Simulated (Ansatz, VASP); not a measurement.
Br in VASP and in Ansatz

```xyz
1
Lattice="3.1649 0.0000 0.0000 -1.5824 2.7409 0.0000 0.0000 0.0000 2.4685" Properties=species:S:1:pos:R:3 pbc="T T T"
Br    0.0000    0.0000    0.0000
```

Alike in both runs: functional PBE; k mesh 15 × 15 × 14; occupations fermi-dirac, width 0.1 eV; no spin polarisation.

Ansatz relaxed the structure, and its values are those at the end. VASP's run is a single point on that final structure, the one shown.

|  | VASP | Ansatz |
| --- | --- | --- |
| version | VASP 6.6.1 | Ansatz 0.2.0 |
| potentials or method | VASP PAW PBE potentials, release 64 (Br) | PAW with Ansatz's default frozen-core files, scalar-relativistic |
| plane-wave cutoff (eV) | 520 | 420 |
| valence electrons in the cell | 7 | 7 |

|  | VASP | Ansatz | Ansatz less VASP |
| --- | --- | --- | --- |
| pressure (GPa) | 20.5 | 20.4 | -0.03 |

Caveats: so large a pressure means that the cell lies far from this level's equilibrium, or that cutoff or potentials fall short (VASP); an odd number of electrons without spin polarisation forces a metal; a magnetic or distorted state may lie lower.
